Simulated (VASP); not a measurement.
Si (a cell with a defect), 17 atoms in the cell. The cell holds a defect, 17 atoms: a = 7.679 Å, b = 7.679 Å, c = 7.679 Å, α = 60.00°, β = 60.00°, γ = 60.00°. The cell was built by a generator and needn't be a form met in nature.

* Program: VASP 6.6.1
* Task: single point
* Functional: PBEsol
* Potentials or basis: VASP PAW PBE potentials, release 64 (Si)
* Cutoff: 520 eV
* k mesh: 2 × 2 × 2
* Occupations: fermi-dirac, width 0.02 eV
* Spin: no spin polarisation
* Dipole correction: no
* Further INCAR settings: LREAL = Auto; ALGO = Fast; EDIFF = 1e-06; NBANDS = 48

Potentials or basis: VASP PAW PBE potentials, release 64 (Si).

Run with:

```console
$ cat potpaw_PBE.64/Si/POTCAR > POTCAR
$ mpirun -np 1 vasp_std > vasp.out
```

Hardware: 1 thread of Intel(R) Xeon(R) Platinum 8259CL CPU @ 2.50GHz (Skylake/Cascade Lake), with other jobs on the host.

How long does it take, and how much memory?

It took 4.9 min on 1 thread of Intel(R) Xeon(R) Platinum 8259CL CPU @ 2.50GHz (Skylake/Cascade Lake) (shared host), peak memory 0.47 GiB. Counts: scf iterations 19, k points 8.
